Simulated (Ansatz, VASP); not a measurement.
Given: the input of a run of Ansatz 0.2.0 on Ta.

input.yaml

```yaml
crystal:
  lattice:
    - [-1.65128, 1.65128, 1.65128]
    - [1.65128, -1.65128, 1.65128]
    - [1.65128, 1.65128, -1.65128]
  atoms:
    - { symbol: Ta, position: [0.0, 0.0, 0.0] }
kpoints:
  mp_grid: { grid: [11, 11, 11] }
scf:
  occupations: { method: fermi_dirac, width: 0.05 }
hamiltonian:
  xc: lda
  pseudopotentials: { kind: all_electron, lapw: { basis_error: 0.001 } }
output:
  forces: true
  stress: true
  eigenvalues: true
```

Potentials or basis: all-electron LAPW, scalar-relativistic.

The run is started by

```bash
$ ansatz run input.yaml --threads 1 --pin off --max-ram 3072MiB --backend cpu --events-out ev --progress --plain --runs-dir out
```

**Question.** Set up the same calculation for VASP 6.6.1. Potentials there: VASP PAW LDA potentials, release 64 (Ta_pv).

**Answer.** As run (the cutoff follows the program's own potentials):

Contents of INCAR:

```
SYSTEM = Ta
  PREC = Accurate
  ENCUT = 520
  EDIFF = 1E-7
  ISMEAR = -1
  SIGMA = 0.05
  LREAL = .False.
  LASPH = .True.
  NELM = 80
  ALGO = Fast
  ISIF = 2
  LWAVE = .False.
  LCHARG = .False.
  NBANDS = 12
```

File KPOINTS:

```
Automatic mesh
0
Gamma
  11 11 11
  0 0 0
```

Contents of POSCAR:

```
Ta
1.0
   -1.6512800000      1.6512800000      1.6512800000
    1.6512800000     -1.6512800000      1.6512800000
    1.6512800000      1.6512800000     -1.6512800000
Ta
1
Direct
    0.0000000000      0.0000000000      0.0000000000
```

Potentials or basis: VASP PAW LDA potentials, release 64 (Ta_pv).

Command:

```console
$ cat potpaw_LDA.64/Ta_pv/POTCAR > POTCAR
$ mpirun -np 1 vasp_std > vasp.out
```

Both were run:

|  | VASP | Ansatz | Ansatz less VASP |
| --- | --- | --- | --- |
| gap on the k mesh at the Fermi level (eV) | none | none | - |
| pressure (GPa) | -8.6 | -9.5 | -0.84 |

A gap of «none» marks a metal or a gap that the smearing closes. Ansatz ran all-electron here, so the differences hold the error of VASP's frozen core and of both bases.

The runs have no spin-orbit coupling, so splittings on Ta are missing.
